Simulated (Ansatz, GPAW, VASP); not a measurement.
# One calculation of FeO, 3 ways

```
Fe O
1.0
     0.00000    2.15540    2.15540
     2.15540    0.00000    2.15540
     2.15540    2.15540    0.00000
Fe O
1 1
Direct
  0.00000 0.00000 0.00000
  0.50000 0.50000 0.50000
```

Alike in all runs: task single point; functional RPBE; k mesh 11 × 11 × 11; occupations gaussian, width 0.05 eV; collinear spin, ferromagnetic start; no spin-orbit coupling. The measured crystal is an antiferromagnetic insulator; the state found here is the runs' own. Pressure is positive in compression and, in plane waves, holds the error of the finite cutoff, which Ansatz's Pulay term estimates and takes out.

```tsv
program and potentials	plane-wave cutoff (eV)	notes	pressure (GPa)	net moment per atom (μB)
Ansatz, Ansatz PAW	420	potentials made for PBE, which Ansatz adapts in part; 11 valence electrons an atom on average; Pulay term of +0.60 GPa included	5.28	2.00
VASP, PBE PAW files Fe_pv, O, 520 eV	520	potentials made for PBE; 10 valence electrons an atom on average	5.28	2.00
GPAW, the program's PAW data sets (release 1.2.1) made for this functional	800	7 valence electrons an atom on average	6.66	2.00
```

The pressure spans 5.28 (VASP, PBE PAW files Fe_pv, O, 520 eV) to 6.66 GPa (GPAW, the program's PAW data sets (release 1.2.1) made for this functional). All agree on the net moment per atom. Some sets were made for another functional than the one run, which can shift their rows. The state is the one that the start led to, which needn't be the lowest.

Differences between rows come from potentials, basis sets and numerical settings, since the functional is the same but for its coding. Runs on potential files found faulty are left out.

The net moment of 2.00 μB per atom, averaged over iron and oxygen, is that of high-spin Fe(II) in an ionic oxide. Intra-atomic exchange outweighs the octahedral ligand field, so the majority d shell is filled and a single minority electron remains for the t2g orbitals. Covalency with oxygen 2p spreads some of the spin onto the anion without changing the total.

The positive pressure in every row means that this ferromagnetic state would lower its energy by expanding. RPBE's strong gradient enhancement of exchange, which favours low-density, weakly overlapping bonds, probably contributes, but the imposed parallel alignment may also do so, since it forgoes the antiferromagnetic superexchange that draws the ions together. The higher GPAW value may reflect its functional-consistent data sets or its smaller valence space.

The integral moment suggests a gap in one spin channel, but it can't distinguish a half-metal from an insulator, because the lone minority electron may either partly fill a degenerate t2g band or localise through orbital ordering.
